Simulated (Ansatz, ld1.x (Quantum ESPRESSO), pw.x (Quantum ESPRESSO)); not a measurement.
**tellurium: does the TM potential hold in the solid?**

```json
{"Element": "Te", "Generator": "ld1.x (Quantum ESPRESSO) 7.5", "Type": "norm-conserving Troullier–Martins (Kleinman–Bylander form)", "Functional": "PBE", "Relativity": "scalar-relativistic", "Frozen core": "[Kr] 4d10", "Valence charge": "6", "Reference configuration": "5s2 5p4", "Partial waves": "5s (bound): rc 1.75 bohr; 5d channel at 0.05 Ry: rc 1.75 bohr; 5p (bound): rc 1.90 bohr", "Local potential": "the p channel", "Core correction": "a·sin(br)/r model core inside 1.40 bohr"}
```

Crystal test: diamond Te in pw.x 7.5, no spin, 8³ k-points, Fermi–Dirac smearing 0.01 Ry, cutoffs 60/240 Ry. The reference is all-electron LAPW (Ansatz 0.2.0) with the same functional, mesh and smearing; V0 and B0 come from Birch–Murnaghan fits to the pressures at five volumes. Errors are pseudo minus all-electron; Δ is the rms difference of the E(V) curves that follow from these fits, minima aligned, over ±6 % about the mean V0. Mesh and smearing are coarse, so the numbers serve the comparison and aren't converged zero-temperature values; the lattice is a test structure that the element need not adopt.

| V (Å³/atom) | P all-electron (GPa) | P pseudo (GPa) |
| --- | --- | --- |
| 44.119 | 1.50 | -3.46 |
| 45.280 | 0.70 | -3.79 |
| 46.441 | -0.00 | -4.07 |
| 47.602 | -0.62 | -4.32 |
| 48.763 | -1.16 | -4.58 |

All-electron: a0 = 7.189 Å (V0 = 46.43 Å³/atom), B0 = 26.3 GPa.

Pseudopotential: mean pressure error (GPa): -4.13. The pressure does not cross zero within the volumes sampled, so no fit is given. This is a poor potential for the solid. Note: ghost state, extra bound levels that the all-electron valence spectrum of the same l lacks: d at -40.6 eV. A true bound ghost makes a file unfit for plane-wave use.

At the middle volume, how do free energy and pressure move when the wave cutoff is lowered (ecutrho kept at four times it)?

| cutoff (Ry) | shift of F (meV/atom) | shift of P (GPa) |
| --- | --- | --- |
| 27 | +173.9 | -1.37 |
| 36 | +67.0 | +1.96 |
| 48 | +40.4 | +1.34 |

The run at the middle volume (29 k-points, 6 iterations) took about 20 s on one core of a shared host (Neoverse-V2, 96 threads, 371 GiB, load 36).
